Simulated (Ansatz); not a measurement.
BaS:

```
Ba S
1.0
     0.00000    3.19375    3.19375
     3.19375    0.00000    3.19375
     3.19375    3.19375    0.00000
Ba S
1 1
Direct
  0.00000 0.00000 0.00000
  0.50000 0.50000 0.50000
```

| Item | Value |
| --- | --- |
| Program | Ansatz 0.2.0 |
| Task | relaxation of cell and atoms |
| Functional | LDA |
| Potentials or basis | all-electron LAPW, scalar-relativistic |
| Basis error allowed | 0.001 eV/atom |
| k mesh | 7 × 7 × 7 |
| Occupations | fermi-dirac, width 0.05 eV |
| Spin | no spin polarisation |

At the start: volume 32.58 Å³/atom.

Problem. Where does the relaxation end?

Solution. Over 5 steps the energy falls by 14.1 meV/atom and the volume is 30.83 Å³/atom (-5.3 %); space group Fm-3m (No. 225, to 0.05 Å).

The path:
| step | energy change (eV) | largest force (eV/Å) | volume (Å³) |
| --- | --- | --- | --- |
| 1 | 0.0000 | 0.0000 | 65.15 |
| 2 | -0.0247 | 0.0000 | 60.51 |
| 3 | -0.0282 | 0.0000 | 61.78 |
| 4 | -0.0283 | 0.0000 | 61.67 |
| 5 | -0.0283 | 0.0000 | 61.67 |

Final structure:
```xyz
2
Lattice="0.0000 3.1358 3.1358 3.1358 0.0000 3.1358 3.1358 3.1358 0.0000" Properties=species:S:1:pos:R:3 pbc="T T T"
Ba    0.0000    0.0000    0.0000
S     3.1358    3.1358    3.1358
```
